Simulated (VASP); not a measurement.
# Ba (Fm-3m) in VASP: equation of state

Aim: energy against volume of Ba in PBE, for its equilibrium volume and stiffness.

Everything below comes from runs of VASP 6.6.1. Logs are shortened: lines on timing, memory, paths and dates and some standing lists are left out, and cuts for length are marked.

**1. The crystal as given**

Symmetry: Fm-3m, No. 225, cubic system. Conventional cell: a = 6.465 Å, b = 6.465 Å, c = 6.465 Å, α = 90.00°, β = 90.00°, γ = 90.00°.

This isn't the form of Ba at room conditions, which is bcc.

**2. Equation of state, PBE, 63.51 Å³/atom (volume scaled by 0.94)**

Input file INCAR:

```
  PREC = Accurate
  ENCUT = 520
  EDIFF = 1E-7
  ISMEAR = -1
  SIGMA = 0.05
  LREAL = False
  LASPH = True
  NELM = 100
  ALGO = Normal
  ISIF = 2
  LWAVE = False
  LCHARG = False
  GGA = PE
  NBANDS = 11
```

Input file KPOINTS:

```
regular mesh
0
Gamma
  7 7 7
```

Input file POSCAR:

```
Ba
1.0
    0.0000000000      3.1666737309      3.1666737309
    3.1666737309      0.0000000000      3.1666737309
    3.1666737309      3.1666737309      0.0000000000
Ba
1
Direct
    0.0000000000      0.0000000000      0.0000000000
```

Potentials or basis: VASP PAW PBE potentials, release 64 (Ba_sv).

Launch:

```bash
$ cat potpaw_PBE.64/Ba_sv/POTCAR > POTCAR
$ mpirun -np 1 vasp_std > vasp.out
```

OUTCAR:

```text
PREC = Accurate
   ENCUT = 520
   EDIFF = 1E-7
   ISMEAR = -1
   LREAL = False
   LASPH = True
   NELM = 100
   ISIF = 2
   GGA = PE

 ion  position               nearest neighbor table
   1  0.000  0.000  0.000-

  LATTYP: Found a face centered cubic cell.
 ALAT       =     6.3333474618

  Lattice vectors:

 A1 = (   0.0000000000,   3.1666737309,   3.1666737309)
 A2 = (   3.1666737309,   0.0000000000,   3.1666737309)
 A3 = (   3.1666737309,   3.1666737309,   0.0000000000)

Analysis of symmetry for initial positions (statically):
=====================================================================
 Subroutine PRICEL returns:
 Original cell was already a primitive cell.

 Routine SETGRP: Setting up the symmetry group for a
 face centered cubic supercell.

 Subroutine GETGRP returns: Found 48 space group operations
 (whereof 48 operations were pure point group operations)
 out of a pool of 48 trial point group operations.

The static configuration has the point symmetry O_h .

Analysis of symmetry for dynamics (positions and initial velocities):
=====================================================================
 Subroutine PRICEL returns:
 Original cell was already a primitive cell.

 Routine SETGRP: Setting up the symmetry group for a
 face centered cubic supercell.

 Subroutine GETGRP returns: Found 48 space group operations
 (whereof 48 operations were pure point group operations)
 out of a pool of 48 trial point group operations.

The dynamic configuration has the point symmetry O_h .

 Subroutine INISYM returns: Found 48 space group operations
 (whereof 48 operations are pure point group operations),
 and found     1 'primitive' translations

----------------------------------------------------------------------------------------

                                     Primitive cell

  volume of cell :      63.5097

  direct lattice vectors                    reciprocal lattice vectors
     0.000000000  3.166673731  3.166673731    -0.157894385  0.157894385  0.157894385
     3.166673731  0.000000000  3.166673731     0.157894385 -0.157894385  0.157894385
     3.166673731  3.166673731  0.000000000     0.157894385  0.157894385 -0.157894385

  length of vectors
     4.478352938  4.478352938  4.478352938     0.273481096  0.273481096  0.273481096

  position of ions in fractional coordinates (direct lattice)
     0.000000000  0.000000000  0.000000000

  ion indices of the primitive-cell ions
   primitive index   ion index
                 1           1

----------------------------------------------------------------------------------------

 KPOINTS: regular mesh

Automatic generation of k-mesh.
 Grid dimensions read from file:
 generate k-points for:    7    7    7

 Generating k-lattice:

  Cartesian coordinates                     Fractional coordinates (reciprocal lattice)
    -0.022556341  0.022556341  0.022556341     0.142857143  0.000000000  0.000000000
     0.022556341 -0.022556341  0.022556341     0.000000000  0.142857143  0.000000000
     0.022556341  0.022556341 -0.022556341     0.000000000  0.000000000  0.142857143

  Length of vectors
     0.039068728  0.039068728  0.039068728

  Shift w.r.t. Gamma in fractional coordinates (k-lattice)
     0.000000000  0.000000000  0.000000000

 Subroutine IBZKPT returns following result:
 ===========================================

 Found     20 irreducible k-points:

 Following reciprocal coordinates:
            Coordinates               Weight
  0.000000  0.000000  0.000000      1.000000
  0.142857  0.000000  0.000000      8.000000
  0.285714  0.000000  0.000000      8.000000
  0.428571  0.000000  0.000000      8.000000
  0.142857  0.142857  0.000000      6.000000
  0.285714  0.142857  0.000000     24.000000
[... 12 lines left out ...]
 -0.428571  0.428571  0.142857     24.000000
 -0.285714  0.428571  0.142857     24.000000
   k-points           NKPTS =     20   k-points in BZ     NKDIM =     20   number of bands    NBANDS=     11
   number of dos      NEDOS =    301   number of ions     NIONS =      1
   total plane-waves  NPLWV =  46656
   dimension x,y,z NGX =    36 NGY =   36 NGZ =   36
   dimension x,y,z NGXF=    72 NGYF=   72 NGZF=   72
   ions per type =               1
   NGX,Y,Z   is equivalent  to a cutoff of  13.36, 13.36, 13.36 a.u.
   NGXF,Y,Z  is equivalent  to a cutoff of  26.73, 26.73, 26.73 a.u.
 SYSTEM =  unknown system
   PREC   = accura    normal or accurate (medium, high low for compatibility)
   ISTART =      0    job   : 0-new  1-cont  2-samecut
   ICHARG =      2    charge: 1-file 2-atom 10-const
   ISPIN  =      1    spin polarized calculation?
   LNONCOLLINEAR =      F non collinear calculations
   LSORBIT =      F    spin-orbit coupling
   LASPH  =      T    aspherical Exc in radial PAW
   ENCUT  =  520.0 eV  38.22 Ry    6.18 a.u.   8.33  8.33  8.33*2*pi/ulx,y,z
   NELM   =    100;   NELMIN=  2; NELMDL= -5     # of ELM steps
   EDIFF  = 0.1E-06   stopping-criterion for ELM
   LREAL  =      F    real-space projection
   EDIFFG = 0.1E-05   stopping-criterion for IOM
   NSW    =      0    number of steps for IOM
   IBRION =     -1    ionic relax: 0-MD 1-quasi-New 2-CG
   NFREE  =      0    steps in history (QN), initial steepest desc. (CG)
   ISIF   =      2    stress and relaxation
   ISYM   =      2    0-nonsym 1-usesym 2-fastsym
   POTIM  = 0.5000    time-step for ionic-motion
   TEBEG  =    0.0;   TEEND  =   0.0 temperature during run
   PSTRESS=    0.0 pullay stress
   NELECT =      10.0000    total number of electrons
   NUPDOWN=      -1.0000    fix difference up-down
   EMIN   =  10.00;   EMAX   =-10.00  energy-range for DOS
   EFERMI =   0.00;   METHOD = LEGACY
   ISMEAR =    -1;   SIGMA  =   0.05  broadening in eV -4-tet -1-fermi 0-gaus
   EFERMI_NEDOS =   21; number of points for ismear=-14 and -15
   IALGO  =     38    algorithm
   IMIX   =      4    mixing-type and parameters
     AMIX     =   0.40;   BMIX     =  1.00
     AMIX_MAG =   1.60;   BMIX_MAG =  1.00
  volume/ion in A,a.u.               =      63.51       428.58
  Fermi-wavevector in a.u.,A,eV,Ry     =   0.884019  1.670553 10.632807  0.781489
  Thomas-Fermi vector in A             =   2.004863
   LORBIT       =      0    0 simple, 1 ext, 2 COOP (PROOUT), +10 PAW based schemes
   GGA     = PE    functional components
   LHFCALC =     F    Hartree Fock is set to
   AEXX    =    0.0000 exact exchange contribution
   IVDW    =     0    specifies the selected vdW correction
   LEPSILON=     F    determine dielectric tensor
   LRPA    =     F    only Hartree local field effects (RPA)
 non-spin polarized calculation
  energy-cutoff  :      520.00
  volume of cell :       63.51
 maximum number of plane-waves:      1729
 NGX is ok and might be reduce to    36
   NGX = 17   NGY = 17   NGZ = 17

 number of electron      10.0000000 magnetization

 Free energy of the ion-electron system (eV)
  ---------------------------------------------------
  ext. energy  EPLUGINS =         0.00000000
  ---------------------------------------------------
  free energy    TOTEN  =        -1.89677967 eV

  energy without entropy =       -1.88458809  energy(sigma->0) =       -1.89068388

 E-fermi :   1.6287     XC(G=0):  -7.3837

 val. band max:        1.6102479234   @ k =  -0.2857   0.4286   0.1429
 cond. band min:       1.6297933435   @ k =  -0.4286   0.4286   0.0000
 fundamental gap:      0.0195454201
 Fermi energy:         1.6287170422

 k-point     1 :       0.0000    0.0000    0.0000
  band No.  band energies     occupation
      1     -27.2618      2.00000
      2     -12.2203      2.00000
      3     -12.2203      2.00000
      4     -12.2203      2.00000
      5      -1.1313      2.00000
      6       3.4170      0.00000
      7       3.4170      0.00000
      8       3.4170      0.00000
      9       4.9668      0.00000
     10       4.9668      0.00000
     11       7.6330      0.00000

 k-point     2 :       0.1429    0.0000    0.0000
  band No.  band energies     occupation
      1     -27.2546      2.00000
      2     -12.3096      2.00000
      3     -12.2316      2.00000
      4     -12.2316      2.00000
      5      -0.7840      2.00000
      6       3.0373      0.00000
      7       3.5619      0.00000
      8       3.5619      0.00000
      9       4.7925      0.00000
     10       4.7925      0.00000
     11       8.2966      0.00000

 k-point     3 :       0.2857    0.0000    0.0000
  band No.  band energies     occupation
      1     -27.2382      2.00000
      2     -12.5014      2.00000
      3     -12.2567      2.00000
      4     -12.2567      2.00000
      5       0.0364      2.00000
      6       2.5551      0.00000
      7       3.5385      0.00000
      8       3.5385      0.00000
      9       5.0762      0.00000
     10       5.0762      0.00000
     11       7.5817      0.00000

 k-point     4 :       0.4286    0.0000    0.0000
  band No.  band energies     occupation
      1     -27.2251      2.00000
      2     -12.6475      2.00000
      3     -12.2765      2.00000
      4     -12.2765      2.00000
      5       0.6342      2.00000
      6       2.6143      0.00000
      7       3.3082      0.00000
      8       3.3082      0.00000
      9       5.9509      0.00000
     10       5.9509      0.00000
     11       7.2755      0.00000
[... 183 lines left out ...]
 k-point    18 :      -0.4286    0.2857    0.1429
  band No.  band energies     occupation
      1     -27.2168      2.00000
      2     -12.5825      2.00000
      3     -12.4175      2.00000
      4     -12.3229      2.00000
      5       1.4300      1.96310
      6       2.0375      0.00056
      7       2.5664      0.00000
      8       4.0613      0.00000
      9       5.5215      0.00000
     10       6.6240      0.00000
     11       7.4411      0.00000

 k-point    19 :      -0.4286    0.4286    0.1429
  band No.  band energies     occupation
      1     -27.2125      2.00000
      2     -12.5864      2.00000
      3     -12.4226      2.00000
      4     -12.3714      2.00000
      5       1.2366      1.99922
      6       1.8346      0.03203
      7       2.8562      0.00000
      8       4.7124      0.00000
      9       5.9615      0.00000
     10       6.7937      0.00000
     11       7.5248      0.00000

 k-point    20 :      -0.2857    0.4286    0.1429
  band No.  band energies     occupation
      1     -27.2114      2.00000
      2     -12.5309      2.00000
      3     -12.5042      2.00000
      4     -12.3641      2.00000
      5       1.6102      1.18262
      6       2.0236      0.00074
      7       2.5786      0.00000
      8       4.1011      0.00000
      9       6.0629      0.00000
     10       6.4722      0.00000
     11       7.8467      0.00000

------------------------ aborting loop because EDIFF is reached ----------------------------------------

  FORCE on cell =-STRESS in cart. coord.  units (eV):
  Direction    XX          YY          ZZ          XY          YZ          ZX
  --------------------------------------------------------------------------------------
  -------------------------------------------------------------------------------------
  Total        0.0907262      0.0907262      0.0907262     -0.0000000      0.0000000      0.0000000
  in kB        2.2887758      2.2887758      2.2887758     -0.0000000      0.0000000      0.0000000
  external PRESSURE =       2.2887758 kB  Pullay stress =       0.0000000 kB

 VOLUME and BASIS-vectors are now :
 -----------------------------------------------------------------------------
  energy-cutoff  :      520.00
  volume of cell :       63.51
      direct lattice vectors                 reciprocal lattice vectors
     0.000000000  3.166673731  3.166673731    -0.157894385  0.157894385  0.157894385
     3.166673731  0.000000000  3.166673731     0.157894385 -0.157894385  0.157894385
     3.166673731  3.166673731  0.000000000     0.157894385  0.157894385 -0.157894385

 POSITION                                       TOTAL-FORCE (eV/Angst)
 -----------------------------------------------------------------------------------
      0.00000      0.00000      0.00000         0.000000      0.000000      0.000000
 -----------------------------------------------------------------------------------
    total drift:                               -0.000000      0.000000      0.000000

  FREE ENERGIE OF THE ION-ELECTRON SYSTEM (eV)
  ---------------------------------------------------
  free  energy   TOTEN  =        -1.8967796693 eV

  energy  without entropy=       -1.8845880902  energy(sigma->0) =       -1.89068388
```

Run time: 11 s. Hardware: 1 thread of Intel Xeon Platinum 8488C (Sapphire Rapids), shared host; peak memory 0.19 GiB.

What came out:

- Free energy: -1.8968 eV
- Pressure: 0.2 GPa
- Band gap on the k mesh: none (metal or under the smearing width)

**3. Equation of state, PBE, 64.86 Å³/atom (volume scaled by 0.96)**

Input file INCAR:

```
PREC = Accurate
ENCUT = 520
EDIFF = 1E-7
ISMEAR = -1
SIGMA = 0.05
LREAL = False
LASPH = True
NELM = 100
ALGO = Normal
ISIF = 2
LWAVE = False
LCHARG = False
GGA = PE
NBANDS = 11
```

KPOINTS is that of step 2.

Input file POSCAR:

```
Ba
1.0
    0.0000000000      3.1889749849      3.1889749849
    3.1889749849      0.0000000000      3.1889749849
    3.1889749849      3.1889749849      0.0000000000
Ba
1
Direct
    0.0000000000      0.0000000000      0.0000000000
```

Potentials or basis: VASP PAW PBE potentials, release 64 (Ba_sv).

Launch:

```bash
$ cat potpaw_PBE.64/Ba_sv/POTCAR > POTCAR
$ mpirun -np 1 vasp_std > vasp.out
```

It took 13 s on 1 thread of Intel Xeon Platinum 8488C (Sapphire Rapids), shared host; peak memory 0.19 GiB.

It converged, with:

- Free energy: -1.8979 eV
- Pressure: 0.0 GPa
- Band gap on the k mesh: none (metal or under the smearing width)

**4. Equation of state, PBE, 66.21 Å³/atom (volume scaled by 0.98)**

Input file INCAR:

```
SYSTEM = Ba
PREC     = Accurate       ! precision mode
ENCUT    = 520            ! plane-wave cutoff, eV
EDIFF    = 1E-7           ! SCF threshold, eV
ISMEAR   = -1             ! smearing method
SIGMA    = 0.05           ! smearing width, eV
LREAL    = .FALSE.        ! projectors in reciprocal space
LASPH    = .TRUE.         ! aspherical terms in the spheres
NELM     = 100            ! most SCF steps
ALGO     = Normal         ! electronic algorithm
ISIF     = 2              ! what is computed and relaxed
LWAVE    = .FALSE.        ! write WAVECAR
LCHARG   = .FALSE.        ! write CHGCAR
GGA      = PE             ! functional
NBANDS   = 11             ! bands
```

Input file KPOINTS:

```
regular mesh
0
G
  7 7 7
  0 0 0
```

Input file POSCAR:

```
Ba
1.0
    0.0000000000      3.2109686108      3.2109686108
    3.2109686108      0.0000000000      3.2109686108
    3.2109686108      3.2109686108      0.0000000000
Ba
1
Direct
    0.0000000000      0.0000000000      0.0000000000
```

Launch:

```bash
$ cat potpaw_PBE.64/Ba_sv/POTCAR > POTCAR
$ mpirun -np 1 vasp_std > vasp.out
```

It took 12 s on 1 thread of Intel Xeon Platinum 8488C (Sapphire Rapids), shared host; peak memory 0.2 GiB.

The run converged. Its results:

```
Free energy            : -1.8975 eV
Pressure               : -0.1 GPa
Band gap on the k mesh : none (metal or under the smearing width)
```

**5. Equation of state, PBE, 68.91 Å³/atom (volume scaled by 1.02)**

Input file INCAR:

```
PREC     = Accurate       # precision mode
ENCUT    = 520            # plane-wave cutoff, eV
EDIFF    = 1E-7           # SCF threshold, eV
ISMEAR   = -1             # smearing method
SIGMA    = 0.05           # smearing width, eV
LREAL    = False          # projectors in reciprocal space
LASPH    = True           # aspherical terms in the spheres
NELM     = 60             # most SCF steps
ALGO     = Normal         # electronic algorithm
ISIF     = 2              # what is computed and relaxed
LWAVE    = False          # write WAVECAR
LCHARG   = False          # write CHGCAR
GGA      = PE             # functional
NBANDS   = 11             # bands
```

Input file KPOINTS:

```
regular mesh
0
Gamma
  7 7 7
```

Input file POSCAR:

```
Ba
1.0
    0.0000000000      3.2540740042      3.2540740042
    3.2540740042      0.0000000000      3.2540740042
    3.2540740042      3.2540740042      0.0000000000
Ba
1
Direct
    0.0000000000      0.0000000000      0.0000000000
```

Launch:

```bash
$ cat potpaw_PBE.64/Ba_sv/POTCAR > POTCAR
$ mpirun -np 1 vasp_std > vasp.out
```

Run time: 14 s. Hardware: 1 thread of Intel Xeon Platinum 8488C (Sapphire Rapids), shared host; peak memory 0.19 GiB.

The run converged. Its results:

* Free energy: -1.8923 eV
* Pressure: -0.5 GPa
* Band gap on the k mesh: none (metal or under the smearing width)

**6. Equation of state, PBE, 70.27 Å³/atom (volume scaled by 1.04)**

Input file INCAR:

```
PREC     = Accurate       # precision mode
ENCUT    = 520            # plane-wave cutoff, eV
EDIFF    = 1E-7           # SCF threshold, eV
ISMEAR   = -1             # smearing method
SIGMA    = 0.05           # smearing width, eV
LREAL    = F              # projectors in reciprocal space
LASPH    = T              # aspherical terms in the spheres
NELM     = 80             # most SCF steps
ALGO     = Normal         # electronic algorithm
ISIF     = 2              # what is computed and relaxed
LWAVE    = F              # write WAVECAR
LCHARG   = F              # write CHGCAR
GGA      = PE             # functional
NBANDS   = 11             # bands
```

KPOINTS is that of step 5.

Input file POSCAR:

```
Ba
1.0
    0.0000000000      3.2752049470      3.2752049470
    3.2752049470      0.0000000000      3.2752049470
    3.2752049470      3.2752049470      0.0000000000
Ba
1
Direct
    0.0000000000      0.0000000000      0.0000000000
```

Potentials or basis: VASP PAW PBE potentials, release 64 (Ba_sv).

Launch:

```bash
$ cat potpaw_PBE.64/Ba_sv/POTCAR > POTCAR
$ mpirun -np 1 vasp_std > vasp.out
```

It took 12 s on 1 thread of Intel Xeon Platinum 8488C (Sapphire Rapids), shared host; peak memory 0.19 GiB.

Results (log left out):

| Property | Result |
| --- | --- |
| Free energy | -1.8879 eV |
| Pressure | -0.6 GPa |
| Band gap on the k mesh | none (metal or under the smearing width) |

**7. Equation of state, PBE, 71.62 Å³/atom (volume scaled by 1.06)**

Input file INCAR:

```
SYSTEM = Ba
  PREC = Accurate
  ENCUT = 520
  EDIFF = 1E-7
  ISMEAR = -1
  SIGMA = 0.05
  LREAL = .False.
  LASPH = .True.
  NELM = 80
  ALGO = Normal
  ISIF = 2
  LWAVE = .False.
  LCHARG = .False.
  GGA = PE
  NBANDS = 11
```

Input file KPOINTS:

```
Automatic mesh
0
Gamma
  7 7 7
  0 0 0
```

Input file POSCAR:

```
Ba
1.0
    0.0000000000      3.2960666875      3.2960666875
    3.2960666875      0.0000000000      3.2960666875
    3.2960666875      3.2960666875      0.0000000000
Ba
1
Direct
    0.0000000000      0.0000000000      0.0000000000
```

Launch:

```bash
$ cat potpaw_PBE.64/Ba_sv/POTCAR > POTCAR
$ mpirun -np 1 vasp_std > vasp.out
```

Run time: 14 s. Hardware: 1 thread of Intel Xeon Platinum 8488C (Sapphire Rapids), shared host; peak memory 0.19 GiB.

It converged, with:

- Free energy: -1.8823 eV
- Pressure: -0.7 GPa
- Band gap on the k mesh: none (metal or under the smearing width)

**8. Equation of state, PBE**

Potentials or basis: VASP PAW PBE potentials, release 64 (Ba_sv).

No new run: the results of the series are fitted here.

Results:

```yaml
Equilibrium_volume: 65.15 Å³/atom
Bulk_modulus: 8.9 GPa
Pressure_derivative_of_the_bulk_modulus: 3.0
```

Energy against volume, from the lowest point:
| volume (Å³/atom) | energy (meV/atom) |
| --- | --- |
| 63.510 | 1.14 |
| 64.861 | 0.00 |
| 66.212 | 0.44 |
| 67.563 | 2.33 |
| 68.915 | 5.57 |
| 70.266 | 10.05 |
| 71.617 | 15.66 |
